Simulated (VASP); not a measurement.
# KI (Fm-3m) in VASP: single point with PBE

Aim: the single point of KI with PBE.

All numbers are computed with VASP 6.6.1; they aren't measurements. Logs are shortened: lines on timing, memory, paths and dates and some standing lists are left out, and cuts for length are marked.

**The experiment to reproduce.**

From a printed reference work, monograph, for a bulk crystal of KI: band gap 6.32 eV.

The results are compared with them further down.

### 1 The cell of the first run

The structure is cubic, space group Fm-3m (No. 225). Conventional cell: a = 7.093 Å, b = 7.093 Å, c = 7.093 Å, α = 90.00°, β = 90.00°, γ = 90.00°. Within 4.7 Å of K (site symmetry m-3m) lie 6 I at 3.55 Å. Within 4.7 Å of I (site symmetry m-3m) lie 6 K at 3.55 Å.

### 2 Single point, PBE

INCAR

```
PREC     = Accurate       # precision mode
ENCUT    = 520            # plane-wave cutoff, eV
EDIFF    = 1E-6           # SCF threshold, eV
ISMEAR   = 0              # smearing method
SIGMA    = 0.013          # smearing width, eV
LREAL    = F              # projectors in reciprocal space
LASPH    = T              # aspherical terms in the spheres
NELM     = 80             # most SCF steps
ALGO     = Normal         # electronic algorithm
ISIF     = 2              # what is computed and relaxed
LWAVE    = F              # write WAVECAR
LCHARG   = T              # write CHGCAR
GGA      = PE             # functional
LELF     = T              # ELF
LVHAR    = T            
NBANDS   = 15             # bands
```

KPOINTS

```
regular mesh
0
Gamma
  6 6 6
```

POSCAR

```
KI
1.0
    0.0000000000      3.5464880000      3.5464880000
    3.5464880000      0.0000000000      3.5464880000
    3.5464880000      3.5464880000      0.0000000000
K I
1 1
Direct
    0.0000000000      0.0000000000      0.0000000000
    0.5000000000      0.5000000000      0.5000000000
```

Potentials or basis: VASP PAW PBE potentials, release 64 (K_sv, I).

On the command line:

```
cat potpaw_PBE.64/K_sv/POTCAR potpaw_PBE.64/I/POTCAR > POTCAR
mpirun -np 1 vasp_std > vasp.out
```

OUTCAR:

```text
PREC = Accurate
   ENCUT = 520
   EDIFF = 1E-6
   ISMEAR = 0
   LREAL = F
   LASPH = T
   NELM = 80
   ISIF = 2
   GGA = PE

 ion  position               nearest neighbor table
   1  0.000  0.000  0.000-   2 3.55   2 3.55   2 3.55   2 3.55   2 3.55   2 3.55
   2  0.500  0.500  0.500-   1 3.55   1 3.55   1 3.55   1 3.55   1 3.55   1 3.55

  LATTYP: Found a face centered cubic cell.
 ALAT       =     7.0929760000

  Lattice vectors:

 A1 = (   0.0000000000,   3.5464880000,   3.5464880000)
 A2 = (   3.5464880000,   0.0000000000,   3.5464880000)
 A3 = (   3.5464880000,   3.5464880000,   0.0000000000)

Analysis of symmetry for initial positions (statically):
=====================================================================
 Subroutine PRICEL returns:
 Original cell was already a primitive cell.

 Routine SETGRP: Setting up the symmetry group for a
 face centered cubic supercell.

 Subroutine GETGRP returns: Found 48 space group operations
 (whereof 48 operations were pure point group operations)
 out of a pool of 48 trial point group operations.

The static configuration has the point symmetry O_h .

Analysis of symmetry for dynamics (positions and initial velocities):
=====================================================================
 Subroutine PRICEL returns:
 Original cell was already a primitive cell.

 Routine SETGRP: Setting up the symmetry group for a
 face centered cubic supercell.

 Subroutine GETGRP returns: Found 48 space group operations
 (whereof 48 operations were pure point group operations)
 out of a pool of 48 trial point group operations.

The dynamic configuration has the point symmetry O_h .

 Subroutine INISYM returns: Found 48 space group operations
 (whereof 48 operations are pure point group operations),
 and found     1 'primitive' translations

----------------------------------------------------------------------------------------

                                     Primitive cell

  volume of cell :      89.2125

  direct lattice vectors                    reciprocal lattice vectors
     0.000000000  3.546488000  3.546488000    -0.140984546  0.140984546  0.140984546
     3.546488000  0.000000000  3.546488000     0.140984546 -0.140984546  0.140984546
     3.546488000  3.546488000  0.000000000     0.140984546  0.140984546 -0.140984546

  length of vectors
     5.015491428  5.015491428  5.015491428     0.244192396  0.244192396  0.244192396

  position of ions in fractional coordinates (direct lattice)
     0.000000000  0.000000000  0.000000000
     0.500000000  0.500000000  0.500000000

  ion indices of the primitive-cell ions
   primitive index   ion index
                 1           1
                 2           2

----------------------------------------------------------------------------------------

 KPOINTS: regular mesh

Automatic generation of k-mesh.
 Grid dimensions read from file:
 generate k-points for:    6    6    6

 Generating k-lattice:

  Cartesian coordinates                     Fractional coordinates (reciprocal lattice)
    -0.023497424  0.023497424  0.023497424     0.166666667  0.000000000  0.000000000
     0.023497424 -0.023497424  0.023497424     0.000000000  0.166666667  0.000000000
     0.023497424  0.023497424 -0.023497424     0.000000000  0.000000000  0.166666667

  Length of vectors
     0.040698733  0.040698733  0.040698733

  Shift w.r.t. Gamma in fractional coordinates (k-lattice)
     0.000000000  0.000000000  0.000000000

 Subroutine IBZKPT returns following result:
 ===========================================

 Found     16 irreducible k-points:

 Following reciprocal coordinates:
            Coordinates               Weight
  0.000000  0.000000  0.000000      1.000000
  0.166667  0.000000  0.000000      8.000000
  0.333333  0.000000  0.000000      8.000000
  0.500000  0.000000  0.000000      4.000000
  0.166667  0.166667  0.000000      6.000000
  0.333333  0.166667  0.000000     24.000000
[... 8 lines left out ...]
 -0.333333  0.333333  0.166667     24.000000
 -0.333333  0.500000  0.166667     12.000000
   k-points           NKPTS =     16   k-points in BZ     NKDIM =     16   number of bands    NBANDS=     15
   number of dos      NEDOS =    301   number of ions     NIONS =      2
   total plane-waves  NPLWV =  64000
   dimension x,y,z NGX =    40 NGY =   40 NGZ =   40
   dimension x,y,z NGXF=    80 NGYF=   80 NGZF=   80
   ions per type =               1   1
   NGX,Y,Z   is equivalent  to a cutoff of  13.26, 13.26, 13.26 a.u.
   NGXF,Y,Z  is equivalent  to a cutoff of  26.52, 26.52, 26.52 a.u.
 SYSTEM =  unknown system
   PREC   = accura    normal or accurate (medium, high low for compatibility)
   ISTART =      0    job   : 0-new  1-cont  2-samecut
   ICHARG =      2    charge: 1-file 2-atom 10-const
   ISPIN  =      1    spin polarized calculation?
   LNONCOLLINEAR =      F non collinear calculations
   LSORBIT =      F    spin-orbit coupling
   LASPH  =      T    aspherical Exc in radial PAW
   ENCUT  =  520.0 eV  38.22 Ry    6.18 a.u.   9.33  9.33  9.33*2*pi/ulx,y,z
   NELM   =     80;   NELMIN=  2; NELMDL= -5     # of ELM steps
   EDIFF  = 0.1E-05   stopping-criterion for ELM
   LREAL  =      F    real-space projection
   EDIFFG = 0.1E-04   stopping-criterion for IOM
   NSW    =      0    number of steps for IOM
   IBRION =     -1    ionic relax: 0-MD 1-quasi-New 2-CG
   NFREE  =      0    steps in history (QN), initial steepest desc. (CG)
   ISIF   =      2    stress and relaxation
   ISYM   =      2    0-nonsym 1-usesym 2-fastsym
   POTIM  = 0.5000    time-step for ionic-motion
   TEBEG  =    0.0;   TEEND  =   0.0 temperature during run
   PSTRESS=    0.0 pullay stress
   NELECT =      16.0000    total number of electrons
   NUPDOWN=      -1.0000    fix difference up-down
   EMIN   =  10.00;   EMAX   =-10.00  energy-range for DOS
   EFERMI =   0.00;   METHOD = LEGACY
   ISMEAR =     0;   SIGMA  =   0.01  broadening in eV -4-tet -1-fermi 0-gaus
   EFERMI_NEDOS =   21; number of points for ismear=-14 and -15
   IALGO  =     38    algorithm
   IMIX   =      4    mixing-type and parameters
     AMIX     =   0.40;   BMIX     =  1.00
     AMIX_MAG =   1.60;   BMIX_MAG =  1.00
  volume/ion in A,a.u.               =      44.61       301.02
  Fermi-wavevector in a.u.,A,eV,Ry     =   0.923222  1.744637 11.596784  0.852340
  Thomas-Fermi vector in A             =   2.048835
   LORBIT       =      0    0 simple, 1 ext, 2 COOP (PROOUT), +10 PAW based schemes
   GGA     = PE    functional components
   LHFCALC =     F    Hartree Fock is set to
   AEXX    =    0.0000 exact exchange contribution
   IVDW    =     0    specifies the selected vdW correction
   LEPSILON=     F    determine dielectric tensor
   LRPA    =     F    only Hartree local field effects (RPA)
 non-spin polarized calculation
 Gauss-broadening in eV      SIGMA  =   0.01
  energy-cutoff  :      520.00
  volume of cell :       89.21
 maximum number of plane-waves:      2424
 NGX is ok and might be reduce to    40
   NGX = 19   NGY = 19   NGZ = 19

 number of electron      15.9999999 magnetization

 Free energy of the ion-electron system (eV)
  ---------------------------------------------------
  ext. energy  EPLUGINS =         0.00000000
  ---------------------------------------------------
  free energy    TOTEN  =        -5.55991694 eV

  energy without entropy =       -5.55991694  energy(sigma->0) =       -5.55991694

 E-fermi :  -0.3185     XC(G=0):  -7.1326

 val. band max:       -0.4756198557   @ k =   0.0000   0.0000   0.0000
 cond. band min:       3.4601109801   @ k =   0.0000   0.0000   0.0000
 fundamental gap:      3.9357308357
 Fermi energy:        -0.3184577517

 k-point     1 :       0.0000    0.0000    0.0000
  band No.  band energies     occupation
      1     -28.9982      2.00000
      2     -12.4844      2.00000
      3     -12.4844      2.00000
      4     -12.4844      2.00000
      5     -10.9605      2.00000
      6      -0.4756      2.00000
      7      -0.4756      2.00000
      8      -0.4756      2.00000
      9       3.4601      0.00000
     10       6.0257      0.00000
     11       6.0257      0.00000
     12       6.0257      0.00000
     13       6.7352      0.00000
     14       6.7352      0.00000
     15       9.2984      0.00000

 k-point     2 :       0.1667    0.0000    0.0000
  band No.  band energies     occupation
      1     -28.9977      2.00000
      2     -12.5220      2.00000
      3     -12.4849      2.00000
      4     -12.4849      2.00000
      5     -10.8922      2.00000
      6      -0.8848      2.00000
      7      -0.5632      2.00000
      8      -0.5632      2.00000
      9       4.0772      0.00000
     10       5.9428      0.00000
     11       6.3133      0.00000
     12       6.3133      0.00000
     13       7.0460      0.00000
     14       7.0460      0.00000
     15      10.1565      0.00000

 k-point     3 :       0.3333    0.0000    0.0000
  band No.  band energies     occupation
      1     -28.9968      2.00000
      2     -12.5899      2.00000
      3     -12.4861      2.00000
      4     -12.4861      2.00000
      5     -10.7614      2.00000
      6      -1.5096      2.00000
      7      -0.7259      2.00000
      8      -0.7259      2.00000
      9       4.8539      0.00000
     10       6.5153      0.00000
     11       7.0089      0.00000
     12       7.0089      0.00000
     13       7.8689      0.00000
     14       7.8689      0.00000
     15       9.1569      0.00000
[... 199 lines left out ...]
 k-point    15 :      -0.3333    0.3333    0.1667
  band No.  band energies     occupation
      1     -28.9958      2.00000
      2     -12.5631      2.00000
      3     -12.5075      2.00000
      4     -12.4984      2.00000
      5     -10.7497      2.00000
      6      -1.4227      2.00000
      7      -1.1009      2.00000
      8      -0.9088      2.00000
      9       5.7781      0.00000
     10       6.1185      0.00000
     11       6.5148      0.00000
     12       7.7412      0.00000
     13       8.2658      0.00000
     14       8.7049      0.00000
     15       9.3765      0.00000

 k-point    16 :      -0.3333    0.5000    0.1667
  band No.  band energies     occupation
      1     -28.9957      2.00000
      2     -12.5240      2.00000
      3     -12.5208      2.00000
      4     -12.5080      2.00000
      5     -10.7810      2.00000
      6      -1.3301      2.00000
      7      -1.0267      2.00000
      8      -1.0070      2.00000
      9       5.1971      0.00000
     10       5.8829      0.00000
     11       6.9107      0.00000
     12       7.8039      0.00000
     13       8.0477      0.00000
     14       9.1345      0.00000
     15       9.5534      0.00000

------------------------ aborting loop because EDIFF is reached ----------------------------------------

  FORCE on cell =-STRESS in cart. coord.  units (eV):
  Direction    XX          YY          ZZ          XY          YZ          ZX
  --------------------------------------------------------------------------------------
  -------------------------------------------------------------------------------------
  Total        0.2611279      0.2611279      0.2611279      0.0000000     -0.0000000      0.0000000
  in kB        4.6896271      4.6896271      4.6896271      0.0000000     -0.0000000      0.0000000
  external PRESSURE =       4.6896271 kB  Pullay stress =       0.0000000 kB

 VOLUME and BASIS-vectors are now :
 -----------------------------------------------------------------------------
  energy-cutoff  :      520.00
  volume of cell :       89.21
      direct lattice vectors                 reciprocal lattice vectors
     0.000000000  3.546488000  3.546488000    -0.140984546  0.140984546  0.140984546
     3.546488000  0.000000000  3.546488000     0.140984546 -0.140984546  0.140984546
     3.546488000  3.546488000  0.000000000     0.140984546  0.140984546 -0.140984546

 POSITION                                       TOTAL-FORCE (eV/Angst)
 -----------------------------------------------------------------------------------
      0.00000      0.00000      0.00000         0.000000      0.000000      0.000000
      3.54649      3.54649      3.54649        -0.000000     -0.000000      0.000000
 -----------------------------------------------------------------------------------
    total drift:                                0.000000     -0.000000     -0.000000

  FREE ENERGIE OF THE ION-ELECTRON SYSTEM (eV)
  ---------------------------------------------------
  free  energy   TOTEN  =        -5.5599169423 eV

  energy  without entropy=       -5.5599169423  energy(sigma->0) =       -5.55991694
```

Wall time 40 s (1 thread of Intel Xeon 8259CL, shared host); peak memory 0.25 GiB.

Results:

| Quantity | Value |
| --- | --- |
| Free energy | -5.5599 eV |
| Pressure | 0.5 GPa |
| Band gap on the k mesh | 3.94 eV |

Caveat: spin-orbit coupling is left out, which moves the levels of the heavy elements.

### 3 Comparison with measurements

Step 2. Measured gap of KI: 6.32 eV (a printed reference work, monograph). This calculation gives 3.94 eV (-2.38 eV). Spin-orbit coupling on I is left out. The value is that of PBE, without temperature or zero-point motion. Semilocal functionals fall short of measured gaps as a rule.
